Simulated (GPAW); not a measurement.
Runs of GPAW 26.7.0 on Al2Pt. It takes space group Fm-3m (No. 225, cubic). The conventional cell has a = 5.910 Å, b = 5.910 Å, c = 5.910 Å, α = 90.00°, β = 90.00°, γ = 90.00°. Pt (site symmetry m-3m) is surrounded by 8 Al at 2.56 Å. Al (site symmetry -43m) has 4 Pt at 2.56 Å as nearest neighbours. 

| task | level | potentials or basis | cell | k mesh | cutoff (eV) | maxiter | optimizer | fmax | max steps | convergence | gap on the mesh (eV) | pressure (GPa) | V0 of scaled cells (Å³/atom) | relaxed volume (Å³/atom) | B0 (GPa) |
| --- | --- | --- | --- | --- | --- | --- | --- | --- | --- | --- | --- | --- | --- | --- | --- |
| relaxation of cell and atoms | PBEsol | PAW data sets generated in the run's folder for this functional, pw | relaxed | 8 × 8 × 8 | 600 | 150 | BFGS | 0.02 eV/Å | 60 | density=1e-05 forces=0.0001 | none | 0.0 | - | 17.14 | - |
| single point | PBE | GPAW PAW data sets (gpaw-data 1.2.1), pw | as given | 6 × 6 × 6 | 450 | 120 | - | - | - | default | none | 2.6 | - | - | - |
| equation of state | PBEsol | PAW data sets generated in the run's folder for this functional, pw | as given | 8 × 8 × 8 | 600 | 150 | - | - | - | - | - | - | 17.14 | - | 138 |
| equation of state | LDA | the program's PAW data sets (release 1.2.1) made for this functional, pw | as given | 8 × 8 × 8 | 600 | 150 | - | - | - | - | - | - | (a) | - | 145 |
| band structure | PBEsol | PAW data sets generated in the run's folder for this functional, pw | as given | 8 × 8 × 8 | 600 | 150 | - | - | - | - | - | (c) | - | - | - |
| band structure | LDA | the program's PAW data sets (release 1.2.1) made for this functional, pw | as given | 8 × 8 × 8 | 600 | 150 | - | - | - | - | - | (b) | - | - | - |
| relaxation of cell and atoms | PBEsol+D3 | PAW data sets generated in the run's folder for this functional, pw | relaxed | 8 × 8 × 8 | 600 | 150 | BFGS | 0.02 eV/Å | 60 | density=1e-05 forces=0.0001 | none | 0.1 | - | 16.68 | - |
| phonons | PBE | GPAW PAW data sets (gpaw-data 1.2.1), pw | relaxed | 6 × 6 × 6 | 510 | 150 | - | - | - | density=1e-06 eigenstates=1e-09 | none | 0.0 | - | - | - |

Alike in all rows: no spin polarisation; smearing fermi-dirac 0.05 eV.

**Question.** Estimate the missing entries.

**Answer.** (a) 16.76; (b) -3.6; (c) -0.5.

Caveats: later steps reuse the first step's grids (some runs); the cutoff is short for stress and forces, so pressures can be off by a GPa or more (some runs); pairwise dispersion overbinds metals, which lowers pressure and volume (some runs).

A k mesh can miss the band edges, and the runs leave out spin-orbit coupling on Pt.

A gap of «none» marks a metal or a gap under the smearing width.

Not every run made on this cell is shown here.
